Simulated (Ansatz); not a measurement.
# Compressing W: a fit and a missing row

W, Im-3m, a = 3.168 Å. Ansatz: r2SCAN, PAW, 500 eV, Γ-centred 18×18×18 mesh on 1 atom, Gaussian smearing 0.10 eV; no spin polarisation. Symmetry fixes shape and atoms, so the cell is only scaled; pressure is positive in compression.

| V (Å³/atom) | P (GPa) |
| --- | --- |
| 13.996 | ? |
| 14.473 | 36.92 |
| 14.950 | 22.63 |
| 15.427 | 10.39 |
| 15.904 | -0.02 |
| 16.381 | -8.83 |
| 16.858 | -16.33 |
| 17.494 | -24.74 |

Problem. Take V0 = 15.904 Å³/atom, count pressures from its P0 = -0.02 GPa, fit the third-order Birch–Murnaghan form to the other rows, and predict the missing pressure.

Solution. With the Eulerian strain f = ½[(V0/V)^(2/3) − 1] and y = (P − P0)/[3f(1 + 2f)^(5/2)], the form is the line y = B0 + 1.5 B0 (B0′ − 4) f. Rows (f, y): 0.03244, 324.4; 0.02105, 323.5; 0.01025, 321.8; -0.00975, 316.4; -0.01905, 314.5; -0.03077, 313.9. Means f = 0.0006950, y = 319.08; Σ(Δf)² = 0.003002, ΣΔfΔy = 0.5663; the slope is their ratio. y = 319.0 + 188.6 f GPa, so B0 = 319.0 GPa and B0′ = 4 + 2 × (188.6)/(3 × 319.0) = 4.39. At V = 13.996, f = 0.04447, y = 327.39 and P = 54.03 GPa. The run gave 53.34 GPa, so the fit is 0.69 GPa too high, 0.88 % of the span of the series, against an rms of 0.05 GPa on the fitted rows. The row lies outside the fitted range. A fourth-order term fitted to the same rows gives P = 54.01 GPa at this row's volume (the line 54.03, the run 53.34), no gain.

Spin–orbit coupling is left out, which can shift energies with elements as heavy as these.